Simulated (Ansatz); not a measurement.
ZnTe (zinc blende)

```cif
data_Te4Zn4
_chemical_formula_sum 'Te4 Zn4'
_space_group_name_H-M_alt 'F-43m'
_space_group_IT_number 216
_space_group_name_Hall 'F -4 2 3'
_cell_length_a 6.17910
_cell_length_b 6.17910
_cell_length_c 6.17910
_cell_angle_alpha 90.000
_cell_angle_beta 90.000
_cell_angle_gamma 90.000
loop_
_atom_site_label
_atom_site_type_symbol
_atom_site_symmetry_multiplicity
_atom_site_Wyckoff_symbol
_atom_site_fract_x
_atom_site_fract_y
_atom_site_fract_z
_atom_site_occupancy
Te1 Te 4 c 0.25000 0.25000 0.25000 1
Zn1 Zn 4 a 0.00000 0.00000 0.00000 1
```
(The calculation used a cell of 2 atoms; values per cell refer to that cell.)

Grid over V/V₀ and (c/a)/(c/a)₀, subscript 0 meaning the relaxed cell; the conventional c axis lies along z; no internal relaxation.

All values below come from PBE (plane waves to 420 eV, PAW, scalar-relativistic; Ansatz, an electronic-structure program). k mesh 9×9×9 (Γ-centred), Fermi-Dirac smearing 0.05 eV. Stress and pressure are positive under compression. Spin-orbit coupling is left out, though Te is heavy. ZnTe was relaxed with its symmetry unable to fall. 

### Question
Estimate the σxx (GPa) for all points of the grid V/V₀ = 0.960, 0.980, 1.000, 1.020, 1.040 by (c/a)/(c/a)₀ = 0.880, 0.940, 1.000, 1.060, 1.120.

### Answer
σxx (GPa), with V/V₀ across and (c/a)/(c/a)₀ down:

| (c/a)/(c/a)₀ \ V/V₀ | 0.960 | 0.980 | 1.000 | 1.020 | 1.040 |
|---|---|---|---|---|---|
| 0.880 | 0.75 | -0.27 | -1.18 | -1.99 | -2.72 |
| 0.940 | 1.36 | 0.33 | -0.58 | -1.40 | -2.13 |
| 1.000 | 1.95 | 0.92 | 0.00 | -0.81 | -1.55 |
| 1.060 | 2.54 | 1.52 | 0.61 | -0.21 | -0.94 |
| 1.120 | 3.18 | 2.16 | 1.25 | 0.43 | -0.30 |

(Under strain, the slope of the energy per volume gives the stress and its curvature an elastic modulus.)
